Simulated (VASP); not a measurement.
# Mn (P6_3/mmc) in VASP: a series of runs

The runs below take Mn through single point, with PBE.

All numbers are computed with VASP 6.6.1; they aren't measurements. Logs are shortened: lines on timing, memory, paths and dates and some standing lists are left out, and cuts for length are marked.

**1. Starting point**

The structure is hexagonal, space group P6_3/mmc (No. 194). Conventional cell: a = 2.484 Å, b = 2.484 Å, c = 4.026 Å, α = 90.00°, β = 90.00°, γ = 120.00°. Mn (site symmetry -6m2) has 12 Mn at 2.47 to 2.48 Å as nearest neighbours.

This isn't the form of Mn at room conditions, which is a 58-atom cubic cell.

**2. Single point, PBE, collinear spin, ferromagnetic start**

File INCAR:

```
PREC = Normal
ENCUT = 460
EDIFF = 1E-4
ISMEAR = 1
SIGMA = 0.1
LREAL = Auto
LASPH = T
NELM = 100
ALGO = Normal
ISIF = 2
LWAVE = F
LCHARG = F
ISPIN = 2
MAGMOM = 4 4
LORBIT = 11
LMAXMIX = 4
GGA = PE
ADDGRID = F
```

File KPOINTS:

```
regular mesh
0
Gamma
  9 9 5
```

File POSCAR:

```
Mn
1.0
    2.4836457705      0.0000000000      0.0000000000
   -1.2418228853      2.1509003313      0.0000000000
    0.0000000000      0.0000000000      4.0261950000
Mn
2
Direct
    0.3333333333      0.6666666667      0.2500000000
    0.6666666667      0.3333333333      0.7500000000
```

Potentials or basis: VASP PAW PBE potentials, release 64 (Mn_pv).

Started as:

```console
cat potpaw_PBE.64/Mn_pv/POTCAR > POTCAR
mpirun -np 1 vasp_std > vasp.out
```

OUTCAR:

```text
PREC = Normal
   ENCUT = 460
   EDIFF = 1E-4
   ISMEAR = 1
   LREAL = Auto
   LASPH = T
   NELM = 100
   ISIF = 2
   ISPIN = 2
   LORBIT = 11
   GGA = PE

 Found     36 irreducible k-points:

 Following reciprocal coordinates:
            Coordinates               Weight
  0.000000  0.000000  0.000000      1.000000
  0.111111  0.000000  0.000000      6.000000
  0.222222  0.000000  0.000000      6.000000
  0.333333  0.000000  0.000000      6.000000
  0.444444  0.000000  0.000000      6.000000
  0.111111  0.111111  0.000000      6.000000
   k-points           NKPTS =     36   k-points in BZ     NKDIM =     36   number of bands    NBANDS=     21
   number of dos      NEDOS =    301   number of ions     NIONS =      2
   total plane-waves  NPLWV =   4704
   dimension x,y,z NGX =    14 NGY =   14 NGZ =   24
   dimension x,y,z NGXF=    28 NGYF=   28 NGZF=   48
   ions per type =               2
   NGX,Y,Z   is equivalent  to a cutoff of   9.37,  9.37,  9.91 a.u.
   NGXF,Y,Z  is equivalent  to a cutoff of  18.74, 18.74, 19.82 a.u.
 SYSTEM =  unknown system
   PREC   = normal    normal or accurate (medium, high low for compatibility)
   ISTART =      0    job   : 0-new  1-cont  2-samecut
   ICHARG =      2    charge: 1-file 2-atom 10-const
   ISPIN  =      2    spin polarized calculation?
   LNONCOLLINEAR =      F non collinear calculations
   LSORBIT =      F    spin-orbit coupling
   LASPH  =      T    aspherical Exc in radial PAW
   ENCUT  =  460.0 eV  33.81 Ry    5.81 a.u.   4.34  4.34  7.04*2*pi/ulx,y,z
   NELM   =    100;   NELMIN=  2; NELMDL= -5     # of ELM steps
   EDIFF  = 0.1E-03   stopping-criterion for ELM
   LREAL  =      T    real-space projection
   EDIFFG = 0.1E-02   stopping-criterion for IOM
   NSW    =      0    number of steps for IOM
   IBRION =     -1    ionic relax: 0-MD 1-quasi-New 2-CG
   NFREE  =      0    steps in history (QN), initial steepest desc. (CG)
   ISIF   =      2    stress and relaxation
   ISYM   =      2    0-nonsym 1-usesym 2-fastsym
   POTIM  = 0.5000    time-step for ionic-motion
   TEBEG  =    0.0;   TEEND  =   0.0 temperature during run
   PSTRESS=    0.0 pullay stress
   NELECT =      26.0000    total number of electrons
   NUPDOWN=      -1.0000    fix difference up-down
   EMIN   =  10.00;   EMAX   =-10.00  energy-range for DOS
   EFERMI =   0.00;   METHOD = LEGACY
   ISMEAR =     1;   SIGMA  =   0.10  broadening in eV -4-tet -1-fermi 0-gaus
   EFERMI_NEDOS =   21; number of points for ismear=-14 and -15
   IALGO  =     38    algorithm
   IMIX   =      4    mixing-type and parameters
     AMIX     =   0.40;   BMIX     =  1.00
     AMIX_MAG =   1.60;   BMIX_MAG =  1.00
  volume/ion in A,a.u.               =      10.75        72.57
  Fermi-wavevector in a.u.,A,eV,Ry     =   1.743938  3.295565 41.379665  3.041320
  Thomas-Fermi vector in A             =   2.815914
   LORBIT       =     11    0 simple, 1 ext, 2 COOP (PROOUT), +10 PAW based schemes
   GGA     = PE    functional components
   LHFCALC =     F    Hartree Fock is set to
   AEXX    =    0.0000 exact exchange contribution
   IVDW    =     0    specifies the selected vdW correction
   LEPSILON=     F    determine dielectric tensor
   LRPA    =     F    only Hartree local field effects (RPA)
 spin polarized calculation
 Methfessel and Paxton  Order N= 1 SIGMA  =   0.10
  energy-cutoff  :      460.00
  volume of cell :       21.51
 maximum number of plane-waves:       513
   NGX =  9   NGY =  9   NGZ = 15

 number of electron      26.0000031 magnetization       1.2115395

 number of electron      26.0000031 magnetization      -0.0092074

 Free energy of the ion-electron system (eV)
  ---------------------------------------------------
  ext. energy  EPLUGINS =         0.00000000
  ---------------------------------------------------
  free energy    TOTEN  =       -17.88328564 eV

  energy without entropy =      -17.88175304  energy(sigma->0) =      -17.88277477

 E-fermi :  10.3312     XC(G=0): -14.0155

 val. band max:       10.3154081808   @ k =   0.3333   0.2222   0.4000
 cond. band min:      10.3396086125   @ k =   0.1111   0.0000   0.0000
 fundamental gap:      0.0242004317
 Fermi energy:        10.3312136429

 spin component 1

 k-point     1 :       0.0000    0.0000    0.0000
  band No.  band energies     occupation
      1     -37.9254      1.00000
      2     -37.2501      1.00000
      3     -37.2501      1.00000
      4     -37.1564      1.00000
      5     -37.1470      1.00000
      6     -37.1470      1.00000
[... 13 lines left out ...]
     20      31.1207      0.00000
     21      34.3663      0.00000

 k-point     2 :       0.1111    0.0000    0.0000
  band No.  band energies     occupation
      1     -37.8953      1.00000
      2     -37.3161      1.00000
      3     -37.2708      1.00000
      4     -37.2150      1.00000
      5     -37.1676      1.00000
      6     -37.1569      1.00000
[... 13 lines left out ...]
     20      29.9996      0.00000
     21      32.7952      0.00000

 k-point     3 :       0.2222    0.0000    0.0000
  band No.  band energies     occupation
      1     -37.8126      1.00000
      2     -37.4848      1.00000
      3     -37.3825      1.00000
      4     -37.3218      1.00000
      5     -37.2028      1.00000
      6     -37.1838      1.00000
[... 13 lines left out ...]
     20      26.0080      0.00000
     21      30.5247      0.00000

 k-point     4 :       0.3333    0.0000    0.0000
  band No.  band energies     occupation
      1     -37.7002      1.00000
      2     -37.6789      1.00000
      3     -37.5657      1.00000
      4     -37.3775      1.00000
      5     -37.2607      1.00000
      6     -37.2167      1.00000
[... 13 lines left out ...]
     20      22.4042      0.00000
     21      27.9815      0.00000

 k-point     5 :       0.4444    0.0000    0.0000
  band No.  band energies     occupation
      1     -37.8061      1.00000
      2     -37.6814      1.00000
      3     -37.6012      1.00000
      4     -37.4128      1.00000
      5     -37.3241      1.00000
      6     -37.2387      1.00000
[... 13 lines left out ...]
     20      22.2811      0.00000
     21      25.5430      0.00000

 k-point     6 :       0.1111    0.1111    0.0000
  band No.  band energies     occupation
      1     -37.8387      1.00000
      2     -37.4155      1.00000
      3     -37.3685      1.00000
      4     -37.2765      1.00000
      5     -37.1910      1.00000
      6     -37.1877      1.00000
[... 13 lines left out ...]
     20      27.9316      0.00000
     21      29.0130      0.00000

 [... further k-points ...]

 spin component 2

 k-point     1 :       0.0000    0.0000    0.0000
  band No.  band energies     occupation
      1     -37.9289      1.00000
      2     -37.2542      1.00000
      3     -37.2542      1.00000
      4     -37.1600      1.00000
      5     -37.1511      1.00000
      6     -37.1511      1.00000
[... 13 lines left out ...]
     20      31.1198      0.00000
     21      34.3580      0.00000

 k-point     2 :       0.1111    0.0000    0.0000
  band No.  band energies     occupation
      1     -37.8989      1.00000
      2     -37.3202      1.00000
      3     -37.2749      1.00000
      4     -37.2191      1.00000
      5     -37.1712      1.00000
      6     -37.1610      1.00000
[... 13 lines left out ...]
     20      29.9981      0.00000
     21      32.7935      0.00000

 k-point     3 :       0.2222    0.0000    0.0000
  band No.  band energies     occupation
      1     -37.8161      1.00000
      2     -37.4890      1.00000
      3     -37.3866      1.00000
      4     -37.3259      1.00000
      5     -37.2064      1.00000
      6     -37.1879      1.00000
[... 13 lines left out ...]
     20      26.0058      0.00000
     21      30.5225      0.00000

 k-point     4 :       0.3333    0.0000    0.0000
  band No.  band energies     occupation
      1     -37.7038      1.00000
      2     -37.6830      1.00000
      3     -37.5698      1.00000
      4     -37.3816      1.00000
      5     -37.2643      1.00000
      6     -37.2208      1.00000
[... 13 lines left out ...]
     20      22.4014      0.00000
     21      27.9793      0.00000

 k-point     5 :       0.4444    0.0000    0.0000
  band No.  band energies     occupation
      1     -37.8102      1.00000
      2     -37.6855      1.00000
      3     -37.6048      1.00000
      4     -37.4170      1.00000
      5     -37.3277      1.00000
      6     -37.2428      1.00000
[... 13 lines left out ...]
     20      22.2785      0.00000
     21      25.5406      0.00000

 k-point     6 :       0.1111    0.1111    0.0000
  band No.  band energies     occupation
      1     -37.8423      1.00000
      2     -37.4196      1.00000
      3     -37.3726      1.00000
      4     -37.2806      1.00000
      5     -37.1946      1.00000
      6     -37.1918      1.00000
[... 13 lines left out ...]
     20      27.9297      0.00000
     21      29.0107      0.00000

 [... further k-points ...]

------------------------ aborting loop because EDIFF is reached ----------------------------------------

  FORCE on cell =-STRESS in cart. coord.  units (eV):
  Direction    XX          YY          ZZ          XY          YZ          ZX
  --------------------------------------------------------------------------------------
  -------------------------------------------------------------------------------------
  Total       -0.1885745     -0.1885745     -0.4852100      0.0000000      0.0000000      0.0000000
  in kB      -14.0471671    -14.0471671    -36.1439449      0.0000000      0.0000000      0.0000000
  external PRESSURE =     -21.4127597 kB  Pullay stress =       0.0000000 kB

 VOLUME and BASIS-vectors are now :
 -----------------------------------------------------------------------------
  energy-cutoff  :      460.00
  volume of cell :       21.51
      direct lattice vectors                 reciprocal lattice vectors
     2.483645770  0.000000000  0.000000000     0.402633907  0.232460795  0.000000000
    -1.241822885  2.150900331  0.000000000     0.000000000  0.464921589  0.000000000
     0.000000000  0.000000000  4.026195000     0.000000000  0.000000000  0.248373464

 POSITION                                       TOTAL-FORCE (eV/Angst)
 -----------------------------------------------------------------------------------
     -0.00000      1.43393      1.00655         0.000000     -0.000000      0.000000
      1.24182      0.71697      3.01965        -0.000000      0.000000      0.000000
 -----------------------------------------------------------------------------------
    total drift:                               -0.000000      0.000000     -0.000000

  FREE ENERGIE OF THE ION-ELECTRON SYSTEM (eV)
  ---------------------------------------------------
  free  energy   TOTEN  =       -17.8832856370 eV

  energy  without entropy=      -17.8817530379  energy(sigma->0) =      -17.88277477

 total charge

# of ion       s       p       d       tot
------------------------------------------
    1        0.427   6.400   5.157  11.984
    2        0.427   6.400   5.157  11.984
--------------------------------------------------
tot          0.853  12.801  10.314  23.968

 magnetization (x)

# of ion       s       p       d       tot
------------------------------------------
    1       -0.000  -0.000  -0.003  -0.003
    2       -0.000  -0.000  -0.003  -0.003
--------------------------------------------------
tot         -0.000  -0.000  -0.006  -0.006
```

Wall time 42 s (1 thread of AMD EPYC, shared host); peak memory 0.09 GiB.

The run converged, but some of its settings lie outside the range that counts as converged, so its numbers aren't taken as properties of the crystal.

What came out:

- Free energy: -17.8833 eV
- Pressure: -2.1 GPa
- Band gap on the k mesh: none (metal or under the smearing width)
- Net moment: -0.01 μB per cell
- Valence electrons inside the program's atomic spheres: Mn 11.98

Caveat: the starting moments collapsed, and a magnetic state may lie lower.

**3. Single point, PBE, collinear spin, ferromagnetic start**

INCAR is that of step 2.

KPOINTS is that of step 2.

File POSCAR:

```
Mn
1.0
    2.4836457705      0.0000000000      0.0000000000
   -1.2418228853      2.1509003313      0.0000000000
    0.0000000000      0.0000000000      4.0261950000
Mn
2
Direct
    0.3276130000      0.6533230000      0.2419640000
    0.6727760000      0.3616470000      0.7542400000
```

Potentials or basis: VASP PAW PBE potentials, release 64 (Mn_pv).

Started as:

```console
cat potpaw_PBE.64/Mn_pv/POTCAR > POTCAR
mpirun -np 1 vasp_std > vasp.out
```

It took 3.4 min on 1 thread of AMD EPYC, shared host; peak memory 0.16 GiB.

The run converged, but some of its settings lie outside the range that counts as converged, so its numbers aren't taken as properties of the crystal.

What came out:

| Property | Result |
| --- | --- |
| Free energy | -17.8717 eV |
| Pressure | -1.4 GPa |
| Largest force | 0.241 eV/Å |
| Band gap on the k mesh | none (metal or under the smearing width) |
| Net moment | -0.01 μB per cell |
| Valence electrons inside the program's atomic spheres | Mn 11.99 |

Caveat: the starting moments collapsed, and a magnetic state may lie lower.

**4. Single point, PBE, collinear spin, ferromagnetic start**

INCAR: that of step 3 with these lines changed.

```diff
@@ -1,7 +1,7 @@
-PREC = Normal
-ENCUT = 460
-EDIFF = 1E-4
+PREC = Accurate
+ENCUT = 340
+EDIFF = 1E-6
 ISMEAR = 1
 SIGMA = 0.1
-LREAL = Auto
+LREAL = F
 LASPH = T
```

File KPOINTS:

```
regular mesh
0
Gamma
  11 11 6
```

File POSCAR:

```
Mn
1.0
    2.4836457705      0.0000000000      0.0000000000
   -1.2418228853      2.1509003313      0.0000000000
    0.0000000000      0.0000000000      4.0261950000
Mn
2
Direct
    0.3333333333      0.6666666667      0.2500000000
    0.6666666667      0.3333333333      0.7500000000
```

Started as:

```console
cat potpaw_PBE.64/Mn_pv/POTCAR > POTCAR
mpirun -np 1 vasp_std > vasp.out
```

It took 58 s on 1 thread of AMD EPYC, shared host; peak memory 0.1 GiB.

These settings aren't checked as converged: the numbers below hold their error.

What came out:

* Free energy: -17.9000 eV
* Pressure: -2.0 GPa
* Band gap on the k mesh: none (metal or under the smearing width)
* Net moment: 0.00 μB per cell
* Valence electrons inside the program's atomic spheres: Mn 11.98

Caveat: the starting moments collapsed, and a magnetic state may lie lower.
